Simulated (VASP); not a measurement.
# Al (Fm-3m) in VASP: a series of runs

One crystal, Al, is run at these levels: PBE; tasks: single point.

Program: VASP 6.6.1. These are calculated values, not measurements. Logs are shortened: lines on timing, memory, paths and dates and some standing lists are left out, and cuts for length are marked.

## 1. The undisturbed crystal

It takes space group Fm-3m (No. 225, cubic). The conventional cell has a = 4.050 Å, b = 4.050 Å, c = 4.050 Å, α = 90.00°, β = 90.00°, γ = 90.00°. Al (site symmetry m-3m) has 12 Al at 2.86 Å as nearest neighbours.

## 2. Single point, PBE (grid = ENCUT=280 dk=0.35 cell=3x3x3 ISMEAR=1 SIGMA=0.1 LREAL=Auto EDIFF=1e-06)

File INCAR:

```
SYSTEM = Al
  PREC = Accurate
  ENCUT = 280
  EDIFF = 1E-6
  ISMEAR = 1
  SIGMA = 0.1
  LREAL = Auto
  LASPH = .True.
  NELM = 120
  ALGO = Fast
  ISIF = 2
  LWAVE = .False.
  LCHARG = .False.
  GGA = PE
  NBANDS = 66
```

File KPOINTS:

```
Automatic mesh
0
Gamma
  3 3 3
  0 0 0
```

File POSCAR:

```
Al
1.0
    0.0000000000      6.0744150000      6.0744150000
    6.0744150000      0.0000000000      6.0744150000
    6.0744150000      6.0744150000      0.0000000000
Al
27
Direct
    0.0000000000      0.0000000000      0.0000000000
    0.0000000000      0.0000000000      0.3333333333
    0.0000000000      0.0000000000      0.6666666667
    0.0000000000      0.3333333333      0.0000000000
    0.0000000000      0.3333333333      0.3333333333
    0.0000000000      0.3333333333      0.6666666667
    0.0000000000      0.6666666667      0.0000000000
    0.0000000000      0.6666666667      0.3333333333
    0.0000000000      0.6666666667      0.6666666667
    0.3333333333      0.0000000000      0.0000000000
    0.3333333333      0.0000000000      0.3333333333
    0.3333333333      0.0000000000      0.6666666667
    0.3333333333      0.3333333333      0.0000000000
    0.3333333333      0.3333333333      0.3333333333
    0.3333333333      0.3333333333      0.6666666667
    0.3333333333      0.6666666667      0.0000000000
    0.3333333333      0.6666666667      0.3333333333
    0.3333333333      0.6666666667      0.6666666667
    0.6666666667      0.0000000000      0.0000000000
    0.6666666667      0.0000000000      0.3333333333
    0.6666666667      0.0000000000      0.6666666667
    0.6666666667      0.3333333333      0.0000000000
    0.6666666667      0.3333333333      0.3333333333
    0.6666666667      0.3333333333      0.6666666667
    0.6666666667      0.6666666667      0.0000000000
    0.6666666667      0.6666666667      0.3333333333
    0.6666666667      0.6666666667      0.6666666667
```

Potentials or basis: VASP PAW PBE potentials, release 64 (Al).

Started as:

```
$ cat potpaw_PBE.64/Al/POTCAR > POTCAR
$ mpirun -np 1 vasp_std > vasp.out
```

OUTCAR:

```text
SYSTEM = Al
   PREC = Accurate
   ENCUT = 280
   EDIFF = 1E-6
   ISMEAR = 1
   LREAL = Auto
   LASPH = .True.
   NELM = 120
   ISIF = 2
   GGA = PE

 Found      4 irreducible k-points:

 Following reciprocal coordinates:
            Coordinates               Weight
  0.000000  0.000000  0.000000      1.000000
  0.333333  0.000000  0.000000      8.000000
  0.333333  0.333333  0.000000      6.000000
 -0.333333  0.333333  0.000000     12.000000
   k-points           NKPTS =      4   k-points in BZ     NKDIM =      4   number of bands    NBANDS=     66
   number of dos      NEDOS =    301   number of ions     NIONS =     27
   total plane-waves  NPLWV = 110592
   dimension x,y,z NGX =    48 NGY =   48 NGZ =   48
   dimension x,y,z NGXF=    96 NGYF=   96 NGZF=   96
   ions per type =              27
   NGX,Y,Z   is equivalent  to a cutoff of   9.29,  9.29,  9.29 a.u.
   NGXF,Y,Z  is equivalent  to a cutoff of  18.58, 18.58, 18.58 a.u.
 SYSTEM =  Al
   PREC   = accura    normal or accurate (medium, high low for compatibility)
   ISTART =      0    job   : 0-new  1-cont  2-samecut
   ICHARG =      2    charge: 1-file 2-atom 10-const
   ISPIN  =      1    spin polarized calculation?
   LNONCOLLINEAR =      F non collinear calculations
   LSORBIT =      F    spin-orbit coupling
   LASPH  =      T    aspherical Exc in radial PAW
   ENCUT  =  280.0 eV  20.58 Ry    4.54 a.u.  11.72 11.72 11.72*2*pi/ulx,y,z
   NELM   =    120;   NELMIN=  2; NELMDL= -5     # of ELM steps
   EDIFF  = 0.1E-05   stopping-criterion for ELM
   LREAL  =      T    real-space projection
   EDIFFG = 0.1E-04   stopping-criterion for IOM
   NSW    =      0    number of steps for IOM
[... 5 lines left out ...]
   TEBEG  =    0.0;   TEEND  =   0.0 temperature during run
   PSTRESS=    0.0 pullay stress
   NELECT =      81.0000    total number of electrons
   NUPDOWN=      -1.0000    fix difference up-down
   EMIN   =  10.00;   EMAX   =-10.00  energy-range for DOS
   EFERMI =   0.00;   METHOD = LEGACY
   ISMEAR =     1;   SIGMA  =   0.10  broadening in eV -4-tet -1-fermi 0-gaus
   EFERMI_NEDOS =   21; number of points for ismear=-14 and -15
   IALGO  =     68    algorithm
   IMIX   =      4    mixing-type and parameters
     AMIX     =   0.40;   BMIX     =  1.00
     AMIX_MAG =   1.60;   BMIX_MAG =  1.00
  volume/ion in A,a.u.               =      16.60       112.04
  Fermi-wavevector in a.u.,A,eV,Ry     =   0.925526  1.748991 11.654733  0.856599
  Thomas-Fermi vector in A             =   2.051390
   LORBIT       =      0    0 simple, 1 ext, 2 COOP (PROOUT), +10 PAW based schemes
   GGA     = PE    functional components
   LHFCALC =     F    Hartree Fock is set to
   AEXX    =    0.0000 exact exchange contribution
   IVDW    =     0    specifies the selected vdW correction
   LEPSILON=     F    determine dielectric tensor
   LRPA    =     F    only Hartree local field effects (RPA)
 non-spin polarized calculation
 RMM-DIIS sequential band-by-band and
 Methfessel and Paxton  Order N= 1 SIGMA  =   0.10
  energy-cutoff  :      280.00
  volume of cell :      448.27
 maximum number of plane-waves:      4778
   NGX = 23   NGY = 23   NGZ = 23

 number of electron      80.9999993 magnetization

 Free energy of the ion-electron system (eV)
  ---------------------------------------------------
  ext. energy  EPLUGINS =         0.00000000
  ---------------------------------------------------
  free energy    TOTEN  =      -100.18658466 eV

  energy without entropy =     -100.15331644  energy(sigma->0) =     -100.17549525

 E-fermi :   7.9233     XC(G=0): -10.1732

 val. band max:        7.8040356248   @ k =   0.3333   0.3333   0.0000
 cond. band min:       7.9487419492   @ k =  -0.3333   0.3333   0.0000
 fundamental gap:      0.1447063243
 Fermi energy:         7.9232601052

 k-point     1 :       0.0000    0.0000    0.0000
  band No.  band energies     occupation
      1      -3.1541      2.00000
      2      -0.1753      2.00000
      3      -0.1753      2.00000
      4      -0.1753      2.00000
      5      -0.1753      2.00000
      6      -0.1753      2.00000
[... 44 lines left out ...]
     51       8.3261     -0.00000
     52       8.4346     -0.00000

 k-point     2 :       0.3333    0.0000    0.0000
  band No.  band energies     occupation
      1      -2.8201      2.00000
      2      -1.8227      2.00000
      3      -0.5034      2.00000
      4      -0.5034      2.00000
      5      -0.5034      2.00000
      6      -0.1759      2.00000
[... 44 lines left out ...]
     51       9.9150     -0.00000
     52       9.9150     -0.00000

 k-point     3 :       0.3333    0.3333    0.0000
  band No.  band energies     occupation
      1      -2.7089      2.00000
      2      -1.3815      2.00000
      3      -1.0515      2.00000
      4      -1.0515      2.00000
      5      -1.0515      2.00000
      6      -1.0515      2.00000
[... 44 lines left out ...]
     51       9.9929      0.00000
     52       9.9929      0.00000

 k-point     4 :      -0.3333    0.3333    0.0000
  band No.  band energies     occupation
      1      -2.2652      2.00000
      2      -1.9332      2.00000
      3      -1.9332      2.00000
      4      -0.9418      2.00000
      5      -0.9418      2.00000
      6       0.3694      2.00000
[... 44 lines left out ...]
     51       9.7588     -0.00000
     52       9.7588     -0.00000
 [bands above 52 left out]

------------------------ aborting loop because EDIFF is reached ----------------------------------------

  FORCE on cell =-STRESS in cart. coord.  units (eV):
  Direction    XX          YY          ZZ          XY          YZ          ZX
  --------------------------------------------------------------------------------------
  -------------------------------------------------------------------------------------
  Total       -0.6069905     -0.6069905     -0.6069905     -0.0000000      0.0000000      0.0000000
  in kB       -2.1694474     -2.1694474     -2.1694474     -0.0000000      0.0000000      0.0000000
  external PRESSURE =      -2.1694474 kB  Pullay stress =       0.0000000 kB

 VOLUME and BASIS-vectors are now :
 -----------------------------------------------------------------------------
  energy-cutoff  :      280.00
  volume of cell :      448.27
      direct lattice vectors                 reciprocal lattice vectors
     0.000000000  6.074415000  6.074415000    -0.082312453  0.082312453  0.082312453
     6.074415000  0.000000000  6.074415000     0.082312453 -0.082312453  0.082312453
     6.074415000  6.074415000  0.000000000     0.082312453  0.082312453 -0.082312453

 POSITION                                       TOTAL-FORCE (eV/Angst)
 -----------------------------------------------------------------------------------
      0.00000      0.00000      0.00000        -0.000000      0.000000     -0.000000
      2.02480      2.02480      0.00000         0.000000     -0.000000      0.000000
      4.04961      4.04961      0.00000         0.000000      0.000000     -0.000000
      2.02480      0.00000      2.02480        -0.000000      0.000000      0.000000
      4.04961      2.02480      2.02480        -0.000000     -0.000000      0.000000
      6.07442      4.04961      2.02480         0.000000      0.000000     -0.000000
[... 19 lines left out ...]
      6.07442      6.07442      8.09922         0.000000     -0.000000     -0.000000
      8.09922      8.09922      8.09922         0.000000     -0.000000      0.000000
 -----------------------------------------------------------------------------------
    total drift:                               -0.000000     -0.000000     -0.000000

  FREE ENERGIE OF THE ION-ELECTRON SYSTEM (eV)
  ---------------------------------------------------
  free  energy   TOTEN  =      -100.1865846564 eV

  energy  without entropy=     -100.1533164443  energy(sigma->0) =     -100.17549525
```

It took 72 s on 1 thread of Intel Xeon Platinum 8488C (Sapphire Rapids), shared host; peak memory 0.31 GiB.

The run converged, but some of its settings lie outside the range that counts as converged, so its numbers aren't taken as properties of the crystal.

What came out:

* Free energy: -100.1866 eV
* Pressure: -0.2 GPa
* Band gap on the k mesh: none (metal or under the smearing width)

Caveat: the cutoff is under 1.25 times the usual one of these potentials, so pressure, stress and relaxed cells hold a basis-set (Pulay) error.

## 3. Single point, PBE (grid = ENCUT=340 dk=0.35 cell=3x3x3 ISMEAR=1 SIGMA=0.1 LREAL=Auto EDIFF=1e-06)

INCAR, as its differences from that of step 2:

```diff
@@ -2,3 +2,3 @@
   PREC = Accurate
-  ENCUT = 280
+  ENCUT = 340
   EDIFF = 1E-6
```

KPOINTS is that of step 2.

POSCAR is that of step 2.

Potentials or basis: VASP PAW PBE potentials, release 64 (Al).

Started as:

```
$ cat potpaw_PBE.64/Al/POTCAR > POTCAR
$ mpirun -np 1 vasp_std > vasp.out
```

Run time: 2.2 min. Hardware: 1 thread of Intel Xeon Platinum 8488C (Sapphire Rapids), shared host; peak memory 0.36 GiB.

These settings aren't checked as converged: the numbers below hold their error.

Results:

```yaml
Free_energy: -100.2855 eV
Pressure: -0.2 GPa
Band_gap_on_the_k_mesh: none (metal or under the smearing width)
```

(Part 1 of 2 ends here.)
